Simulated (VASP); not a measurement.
**Gap, carriers and strain in SnSe (F-43m)**

Wanted: where the band edges of SnSe lie, how heavy the carriers are and how strain moves the gap. The cell is generated by rule, not measured, and may not be a known phase.

Main program and level: VASP 6.6.1; PBE; plane waves and PAW (Sn_d, Se), in the first sound run; inputs show where later runs differ.

Most raw output is cut from this account.

The structure was built from a prototype and need not be the compound's stable phase.

## Step 1: The starting structure

It takes space group F-43m (No. 216, cubic). The conventional cell has a = 6.051 Å, b = 6.051 Å, c = 6.051 Å, α = 90.00°, β = 90.00°, γ = 90.00°. Nearest to Sn lie 4 Se at 2.62 Å. Nearest to Se lie 4 Sn at 2.62 Å. Farther neighbours and most contacts between anions are not listed.

Structure file:

```cif
data_structure
_symmetry_space_group_name_H-M 'F-43m'
_symmetry_Int_Tables_number 216
_cell_length_a 6.0506
_cell_length_b 6.0506
_cell_length_c 6.0506
_cell_angle_alpha 90.000
_cell_angle_beta 90.000
_cell_angle_gamma 90.000
_cell_volume 221.52
loop_
_atom_site_label
_atom_site_type_symbol
_atom_site_symmetry_multiplicity
_atom_site_Wyckoff_symbol
_atom_site_fract_x
_atom_site_fract_y
_atom_site_fract_z
_atom_site_occupancy
Sn1 Sn 4 a 0.00000 0.00000 0.00000 1
Se1 Se 4 d 0.25000 0.25000 0.75000 1
```

## Step 2: Relaxation of the atoms

The cell is kept as given; the atoms are relaxed first, so that no residual force shifts the band edges.

INCAR

```
SYSTEM = SnSe
PREC = Accurate
ENCUT = 400
EDIFF = 1E-06
NELM = 100
ISMEAR = 0
SIGMA = 0.02
LREAL = .FALSE.
ALGO = Normal
GGA = PE
NBANDS = 16
LORBIT = 11
LWAVE = .FALSE.
LCHARG = .FALSE.
KPAR = 4
IBRION = 2
NSW = 40
ISIF = 2
EDIFFG = -0.005
```

POSCAR

```
SnSe
1.0
    0.0000000000      3.0253200000      3.0253200000
    3.0253200000      0.0000000000      3.0253200000
    3.0253200000      3.0253200000      0.0000000000
Sn Se
1 1
Direct
    0.0000000000      0.0000000000      0.0000000000
    0.2500000000      0.2500000000      0.2500000000
```

KPOINTS

```
Automatic mesh
0
Gamma
8 8 8
0 0 0
```

The projector-augmented-wave data sets are Sn_d and Se (PBE family, release 64).

On the command line:

```console
> mpirun -np 4 vasp_std
```

It took 5.6 s on 4 MPI ranks of Intel Xeon Platinum 8375C at 2.90GHz (Ice Lake), shared host; peak memory 0.6 GiB; 20 s of CPU time.

The k-mesh is coarse for a metal. The run keeps the 24 symmetry operations of its start, so it cannot find a distortion of lower symmetry.

The forces vanish from the start, and no atom moves.

Numbers from this step:

| Property | Result |
| --- | --- |
| SCF cycles | 12 |
| electrons | 20 |
| bands | 16 |
| irreducible k-points | 29 |
| symmetry operations | 24 |
| free energy (TOTEN) | -6.711 eV |
| energy at zero smearing | -6.710 eV |
| Fermi energy | 6.075 eV |
| pressure | 18.89 GPa |
| metallic | yes |

## Step 3: Bands on a dense mesh

A dense even mesh and a path are solved together, since either alone can miss a band edge.

Edit INCAR of step 2 so:

```diff
@@ -10,3 +10,3 @@
 GGA = PE
-NBANDS = 16
+NBANDS = 22
 LORBIT = 11
@@ -15,5 +15,2 @@
 KPAR = 4
-IBRION = 2
-NSW = 40
 ISIF = 2
-EDIFFG = -0.005
```

POSCAR is that of step 2.

KPOINTS

```
Automatic mesh
0
Gamma
12 12 12
0 0 0
```

KPOINTS_OPT

```
Line mode
24
Line-mode
Reciprocal
  0.00000000   0.00000000   0.00000000 GAMMA
  0.50000000   0.00000000   0.50000000 X

  0.50000000   0.00000000   0.50000000 X
  0.50000000   0.25000000   0.75000000 W

  0.50000000   0.25000000   0.75000000 W
  0.37500000   0.37500000   0.75000000 K

  0.37500000   0.37500000   0.75000000 K
  0.00000000   0.00000000   0.00000000 GAMMA

  0.00000000   0.00000000   0.00000000 GAMMA
  0.50000000   0.50000000   0.50000000 L

  0.50000000   0.50000000   0.50000000 L
  0.62500000   0.25000000   0.62500000 U

  0.62500000   0.25000000   0.62500000 U
  0.50000000   0.25000000   0.75000000 W

  0.50000000   0.25000000   0.75000000 W
  0.50000000   0.50000000   0.50000000 L

  0.50000000   0.50000000   0.50000000 L
  0.37500000   0.37500000   0.75000000 K

  0.62500000   0.25000000   0.62500000 U
  0.50000000   0.00000000   0.50000000 X
```

On the command line:

```console
> mpirun -np 4 vasp_std
```

The job ended after 35 s (4 MPI ranks; peak memory 0.86 GiB; 2.3 min of CPU time).

Numbers from this step:

- bands: 22
- irreducible k-points: 72
- free energy (TOTEN): -6.756 eV
- energy at zero smearing: -6.755 eV
- Fermi energy: 6.061 eV
- pressure: 18.23 GPa

Electronic bands along the path, in eV, zero at the Fermi level; # counts the bands kept:

| point | #1 | #2 | #3 | #4 | #5 | #6 | #7 | #8 |
| --- | --- | --- | --- | --- | --- | --- | --- | --- |
| Γ | -4.41 | -3.28 | -3.28 | -3.28 | 1.31 | 1.31 | 1.31 | 5.21 |
| 0.48 of the way | -7.09 | -4.30 | -4.30 | -0.85 | -0.04 | 3.17 | 3.17 | 4.63 |
| X | -8.89 | -5.10 | -5.10 | -0.78 | -0.73 | 5.85 | 5.85 | 6.12 |
| 0.48 of the way | -8.85 | -5.33 | -5.28 | -0.15 | -0.04 | 4.43 | 4.95 | 6.34 |
| W | -8.80 | -5.58 | -5.46 | 0.68 | 1.79 | 2.10 | 3.94 | 6.43 |
| 0.48 of the way | -8.79 | -5.73 | -5.12 | 0.07 | 1.33 | 3.12 | 4.31 | 5.92 |
| K | -8.79 | -5.81 | -4.80 | -0.58 | 1.28 | 4.31 | 4.49 | 5.11 |
| 0.48 of the way | -7.56 | -4.91 | -3.78 | -1.11 | 1.75 | 2.19 | 2.55 | 5.82 |
| Γ | -4.41 | -3.28 | -3.28 | -3.28 | 1.31 | 1.31 | 1.31 | 5.21 |
| 0.52 of the way | -7.15 | -3.74 | -3.74 | -2.16 | 1.99 | 1.99 | 2.24 | 6.46 |
| L | -8.65 | -4.05 | -4.05 | -2.33 | 2.18 | 2.18 | 4.21 | 6.58 |
| 0.48 of the way | -8.63 | -5.26 | -4.34 | -0.97 | 1.80 | 2.95 | 3.80 | 6.37 |
| U | -8.79 | -5.81 | -4.80 | -0.58 | 1.28 | 4.31 | 4.49 | 5.11 |
| 0.48 of the way | -8.79 | -5.74 | -5.08 | -0.02 | 1.32 | 3.23 | 4.36 | 5.84 |
| W | -8.80 | -5.58 | -5.46 | 0.68 | 1.79 | 2.10 | 3.94 | 6.43 |
| 0.48 of the way | -8.65 | -5.50 | -4.58 | -0.47 | 1.68 | 2.89 | 4.12 | 5.67 |
| L | -8.65 | -4.05 | -4.05 | -2.33 | 2.18 | 2.18 | 4.21 | 6.58 |
| 0.48 of the way | -8.63 | -5.26 | -4.34 | -0.97 | 1.80 | 2.95 | 3.80 | 6.37 |
| K | -8.79 | -5.81 | -4.80 | -0.58 | 1.28 | 4.31 | 4.49 | 5.11 |
| jump to U | -8.79 | -5.81 | -4.80 | -0.58 | 1.28 | 4.31 | 4.49 | 5.11 |
| 0.52 of the way | -8.87 | -5.38 | -5.03 | -0.70 | -0.14 | 5.19 | 5.43 | 5.95 |
| X | -8.89 | -5.10 | -5.10 | -0.78 | -0.73 | 5.85 | 5.85 | 6.12 |

Of the projections kept (Sn, Se), the largest for each band there; the rest of the weight can lie on other orbitals:

| point | #1 | #2 | #3 | #4 | #5 | #6 | #7 | #8 |
| --- | --- | --- | --- | --- | --- | --- | --- | --- |
| Γ | Sn 0.66 | Se 0.80 | Se 0.80 | Se 0.80 | Sn 0.83 | Sn 0.83 | Sn 0.83 | Sn 0.95 |
| X | Sn 0.76 | Se 0.66 | Se 0.66 | Sn 0.76 | Sn 0.51 | Sn 0.58 | Sn 0.58 | Se 0.82 |
| W | Sn 0.77 | Se 0.67 | Se 0.62 | Se 0.63 | Se 0.65 | Sn 0.80 | Sn 0.76 | Se 0.56 |
| K | Sn 0.76 | Se 0.63 | Se 0.68 | Sn 0.58 | Se 0.57 | Sn 0.68 | Sn 0.60 | Se 0.67 |
| Γ | Sn 0.66 | Se 0.80 | Se 0.80 | Se 0.80 | Sn 0.83 | Sn 0.83 | Sn 0.83 | Sn 0.95 |
| L | Sn 0.68 | Se 0.72 | Se 0.72 | Sn 0.64 | Sn 0.72 | Sn 0.73 | Se 0.72 | Se 0.51 |

At 18.2 GPa the cell is away from the equilibrium volume of this level: left free, it would expand.

## Step 4: Bands with spin-orbit coupling

This step: PBE, spin-orbit coupling; plane waves and PAW (Sn_d, Se); invented cell (VASP 6.6.1).

Spin-orbit coupling can split and shift the band edges, more so for heavy elements, so the bands are solved again with spinors.

Edit INCAR of step 3 so:

```diff
@@ -10,3 +10,8 @@
 GGA = PE
-NBANDS = 22
+LNONCOLLINEAR = .TRUE.
+MAGMOM = 0 0 0 0 0 0
+NBANDS = 32
+GGA_COMPAT = .FALSE.
+LASPH = .TRUE.
+LSORBIT = .TRUE.
 LORBIT = 11
```

POSCAR is that of step 3.

KPOINTS

```
Automatic mesh
0
Gamma
8 8 8
0 0 0
```

Edit KPOINTS_OPT of step 3 so:

```diff
@@ -1,3 +1,3 @@
 Line mode
-24
+16
 Line-mode
```

On the command line:

```console
> mpirun -np 4 vasp_ncl
```

Wall time 82 s (4 MPI ranks); peak memory 1.3 GiB.

LASPH is on here and off in the session's scalar semilocal runs, so a comparison with those holds both changes.

This step gave:

| Quantity | Value |
| --- | --- |
| SCF cycles | 13 |
| bands | 32 |
| irreducible k-points | 43 |
| free energy (TOTEN) | -6.786 eV |
| energy at zero smearing | -6.785 eV |
| Fermi energy | 6.054 eV |
| pressure | 18.80 GPa |

The spin moment in the PAW sphere vanishes on all atoms.

On-site spin-orbit energy by atom:

| atom | on-site spin-orbit energy (eV) |
| --- | --- |
| Sn1 | -0.0939 |
| Se2 | -0.0534 |

Electronic bands along the path, in eV, zero at the Fermi level; # counts the bands kept:

| point | #5 | #6 | #7 | #8 | #9 | #10 | #11 | #12 |
| --- | --- | --- | --- | --- | --- | --- | --- | --- |
| Γ | -3.11 | -3.11 | -3.11 | -3.11 | 0.96 | 0.96 | 1.50 | 1.50 |
| 0.47 of the way | -4.18 | -4.18 | -0.85 | -0.85 | 0.00 | 0.00 | 3.01 | 3.01 |
| X | -5.05 | -5.05 | -0.76 | -0.76 | -0.71 | -0.71 | 5.77 | 5.77 |
| 0.47 of the way | -5.26 | -5.20 | -0.21 | -0.11 | -0.09 | -0.01 | 4.40 | 4.58 |
| W | -5.48 | -5.38 | 0.59 | 0.81 | 1.79 | 1.84 | 1.93 | 2.28 |
| 0.47 of the way | -5.11 | -5.09 | 0.07 | 0.15 | 1.33 | 1.38 | 3.01 | 3.20 |
| K | -4.77 | -4.77 | -0.58 | -0.55 | 1.27 | 1.34 | 4.14 | 4.43 |
| 0.47 of the way | -3.77 | -3.76 | -1.08 | -1.02 | 1.69 | 1.90 | 2.20 | 2.26 |
| Γ | -3.11 | -3.11 | -3.11 | -3.11 | 0.96 | 0.96 | 1.50 | 1.50 |
| 0.53 of the way | -3.58 | -3.58 | -2.14 | -2.14 | 1.83 | 1.83 | 2.19 | 2.19 |
| L | -3.88 | -3.88 | -2.31 | -2.31 | 2.06 | 2.06 | 2.33 | 2.33 |
| 0.47 of the way | -4.29 | -4.29 | -1.00 | -0.97 | 1.80 | 1.83 | 2.93 | 2.94 |
| U | -4.77 | -4.77 | -0.58 | -0.55 | 1.27 | 1.34 | 4.14 | 4.43 |
| 0.47 of the way | -5.04 | -5.03 | -0.06 | 0.01 | 1.31 | 1.37 | 3.17 | 3.36 |
| W | -5.48 | -5.38 | 0.59 | 0.81 | 1.79 | 1.84 | 1.93 | 2.28 |
| 0.47 of the way | -4.57 | -4.56 | -0.44 | -0.38 | 1.66 | 1.72 | 2.83 | 2.96 |
| L | -3.88 | -3.88 | -2.31 | -2.31 | 2.06 | 2.06 | 2.33 | 2.33 |
| 0.47 of the way | -4.29 | -4.29 | -1.00 | -0.97 | 1.80 | 1.83 | 2.93 | 2.94 |
| K | -4.77 | -4.77 | -0.58 | -0.55 | 1.27 | 1.34 | 4.14 | 4.43 |
| jump to U | -4.77 | -4.77 | -0.58 | -0.55 | 1.27 | 1.34 | 4.14 | 4.43 |
| 0.53 of the way | -5.01 | -5.00 | -0.69 | -0.69 | -0.15 | -0.14 | 5.14 | 5.23 |
| X | -5.05 | -5.05 | -0.76 | -0.76 | -0.71 | -0.71 | 5.77 | 5.77 |

Of the projections kept (Sn, Se), the largest for each band there; the rest of the weight can lie on other orbitals:

| point | #5 | #6 | #7 | #8 | #9 | #10 | #11 | #12 |
| --- | --- | --- | --- | --- | --- | --- | --- | --- |
| Γ | Se 0.80 | Se 0.80 | Se 0.80 | Se 0.80 | Sn 0.83 | Sn 0.83 | Sn 0.83 | Sn 0.83 |
| X | Se 0.64 | Se 0.64 | Sn 0.76 | Sn 0.76 | Sn 0.51 | Sn 0.51 | Sn 0.57 | Sn 0.57 |
| W | Se 0.66 | Se 0.62 | Se 0.62 | Se 0.63 | Se 0.65 | Se 0.64 | Sn 0.80 | Sn 0.80 |
| K | Se 0.67 | Se 0.67 | Sn 0.57 | Sn 0.60 | Se 0.57 | Se 0.56 | Sn 0.65 | Sn 0.67 |
| Γ | Se 0.80 | Se 0.80 | Se 0.80 | Se 0.80 | Sn 0.83 | Sn 0.83 | Sn 0.83 | Sn 0.83 |
| L | Se 0.72 | Se 0.72 | Sn 0.64 | Sn 0.64 | Sn 0.72 | Sn 0.72 | Sn 0.73 | Sn 0.73 |

## Step 5: Orbitals for bands with HSE06

This step: PBE; plane waves and PAW (Sn_d, Se); invented cell (VASP 6.6.1).

The hybrid starts from PBE orbitals, which saves many expensive cycles.

INCAR

```
SYSTEM = SnSe
PREC = Accurate
ENCUT = 400
EDIFF = 1E-05
NELM = 100
ISMEAR = 0
SIGMA = 0.02
LREAL = .FALSE.
ALGO = Normal
GGA = PE
NBANDS = 16
LORBIT = 11
LWAVE = .TRUE.
LCHARG = .FALSE.
KPAR = 4
```

POSCAR is that of step 4.

KPOINTS

```
Automatic mesh
0
Gamma
4 4 4
0 0 0
```

On the command line:

```console
> mpirun -np 4 vasp_std
```

Elapsed: 2.8 s, on 4 MPI ranks; peak memory 0.56 GiB.

Numbers from this step:

| Property | Result |
| --- | --- |
| SCF cycles | 10 |
| bands | 16 |
| irreducible k-points | 8 |
| free energy (TOTEN) | -6.911 eV |
| energy at zero smearing | -6.911 eV |
| Fermi energy | 5.953 eV |
| pressure | 16.94 GPa |

The run ends at a pressure of 16.94 GPa.

## Step 6: Bands with HSE06

This step: HSE06; plane waves and PAW (Sn_d, Se); invented cell (VASP 6.6.1).

A quarter of screened exact exchange corrects much of the semilocal gap error; its cost forces a coarser mesh.

INCAR

```
SYSTEM = SnSe
PREC = Accurate
ENCUT = 400
EDIFF = 1E-06
NELM = 100
ISMEAR = 0
SIGMA = 0.02
LREAL = .FALSE.
ALGO = Normal
LHFCALC = .TRUE.
AEXX = 0.25
GGA = PE
HFSCREEN = 0.2
LASPH = .TRUE.
NBANDS = 16
PRECFOCK = Fast
LORBIT = 11
LWAVE = .FALSE.
LCHARG = .FALSE.
KPAR = 4
ISIF = 2
```

POSCAR is that of step 5.

KPOINTS is that of step 5.

Edit KPOINTS_OPT of step 4 so:

```diff
@@ -1,3 +1,3 @@
 Line mode
-16
+8
 Line-mode
```

The run starts from files that an earlier step left in the folder.

On the command line:

```console
> mpirun -np 4 vasp_std
```

Wall time 3.9 min (4 MPI ranks); peak memory 1.1 GiB.

The k-mesh is coarse for exact exchange; in a metal the Fermi energy and the levels can shift by several tenths of an eV on a finer one. The PAW data sets were made with PBE, which is usual practice but a small mismatch for other functionals.

This step gave:

| Quantity | Value |
| --- | --- |
| SCF cycles | 9 |
| free energy (TOTEN) | -8.453 eV |
| energy at zero smearing | -8.452 eV |
| Fermi energy | 6.003 eV |
| pressure | 15.91 GPa |

The electronic bands at the labelled points (eV, zero at the Fermi level; # counts the bands kept):

| point | #1 | #2 | #3 | #4 | #5 | #6 | #7 | #8 |
| --- | --- | --- | --- | --- | --- | --- | --- | --- |
| Γ | -4.89 | -3.93 | -3.93 | -3.93 | 1.59 | 1.59 | 1.59 | 5.62 |
| 0.43 of the way | -7.68 | -4.87 | -4.87 | -1.26 | 0.22 | 3.26 | 3.26 | 5.13 |
| X | -10.01 | -5.89 | -5.89 | -0.89 | -0.78 | 6.52 | 6.52 | 6.61 |
| 0.43 of the way | -9.96 | -6.12 | -6.06 | -0.34 | -0.12 | 5.19 | 5.57 | 6.95 |
| W | -9.89 | -6.45 | -6.29 | 0.71 | 2.01 | 2.43 | 4.29 | 7.08 |
| 0.43 of the way | -9.88 | -6.59 | -5.97 | 0.17 | 1.54 | 3.37 | 4.64 | 6.61 |
| K | -9.88 | -6.70 | -5.56 | -0.65 | 1.45 | 4.80 | 5.03 | 5.49 |
| 0.43 of the way | -8.80 | -5.92 | -4.56 | -1.11 | 2.19 | 2.74 | 2.80 | 6.30 |
| Γ | -4.89 | -3.93 | -3.93 | -3.93 | 1.59 | 1.59 | 1.59 | 5.62 |
| 0.57 of the way | -8.38 | -4.47 | -4.47 | -2.45 | 2.38 | 2.38 | 2.79 | 6.85 |
| L | -9.76 | -4.75 | -4.75 | -2.61 | 2.50 | 2.50 | 4.64 | 7.05 |
| 0.43 of the way | -9.73 | -5.92 | -5.01 | -1.29 | 2.08 | 3.19 | 4.30 | 7.07 |
| U | -9.88 | -6.70 | -5.56 | -0.65 | 1.45 | 4.80 | 5.03 | 5.49 |
| 0.43 of the way | -9.88 | -6.63 | -5.82 | -0.14 | 1.49 | 3.77 | 4.83 | 6.29 |
| W | -9.89 | -6.45 | -6.29 | 0.71 | 2.01 | 2.43 | 4.29 | 7.08 |
| 0.43 of the way | -9.75 | -6.44 | -5.43 | -0.37 | 1.91 | 3.17 | 4.80 | 5.87 |
| L | -9.76 | -4.75 | -4.75 | -2.61 | 2.50 | 2.50 | 4.64 | 7.05 |
| 0.57 of the way | -9.74 | -6.32 | -5.16 | -0.88 | 2.04 | 3.66 | 4.07 | 6.52 |
| K | -9.88 | -6.70 | -5.56 | -0.65 | 1.45 | 4.80 | 5.03 | 5.49 |
| jump to U | -9.88 | -6.70 | -5.56 | -0.65 | 1.45 | 4.80 | 5.03 | 5.49 |
| 0.57 of the way | -9.98 | -6.15 | -5.83 | -0.80 | -0.26 | 5.84 | 6.14 | 6.54 |
| X | -10.01 | -5.89 | -5.89 | -0.89 | -0.78 | 6.52 | 6.52 | 6.61 |

Of the projections kept (Sn, Se), the largest for each band there; the rest of the weight can lie on other orbitals:

| point | #1 | #2 | #3 | #4 | #5 | #6 | #7 | #8 |
| --- | --- | --- | --- | --- | --- | --- | --- | --- |
| Γ | Sn 0.66 | Se 0.81 | Se 0.81 | Se 0.81 | Sn 0.83 | Sn 0.83 | Sn 0.83 | Sn 0.96 |
| X | Sn 0.75 | Se 0.67 | Se 0.67 | Sn 0.53 | Sn 0.76 | Sn 0.58 | Sn 0.58 | Se 0.82 |
| W | Sn 0.76 | Se 0.67 | Se 0.63 | Se 0.61 | Se 0.64 | Sn 0.79 | Sn 0.75 | Se 0.54 |
| K | Sn 0.75 | Se 0.64 | Se 0.68 | Sn 0.58 | Se 0.55 | Sn 0.69 | Sn 0.60 | Se 0.67 |
| Γ | Sn 0.66 | Se 0.81 | Se 0.81 | Se 0.81 | Sn 0.83 | Sn 0.83 | Sn 0.83 | Sn 0.96 |
| L | Sn 0.67 | Se 0.73 | Se 0.73 | Sn 0.65 | Sn 0.73 | Sn 0.73 | Se 0.72 | Se 0.52 |

## Step 7: Results

* gap, PBE: none
* gap with spin-orbit coupling: none
* gap, HSE06 without spin-orbit coupling: none

In words: At this level the bands overlap or touch. Masses were not obtained, since there is no gap at this level. The strain response was not obtained, since there is no gap at this level.

[Lines on the potential files, build, host, timing and source positions are cut from VASP's logs without a mark.]

[Logs are printed without paths, hosts, clocks, repeated set-up lines and the standing remarks that a program may print on its own settings, such as how far it seeks lower states.]

[Hosts, paths, dates, database ids (printed as entryN), source tags and the programs' standing remarks are cut or masked in the printed files.]

[In band tables of VASP the shares of atoms and orbitals are scaled to a sum of 1 inside the atoms' spheres.]

[Gaps and slopes under strain along one axis are those of the sampled path and mesh points; where strain splits equal valleys, another of them can be the edge.]
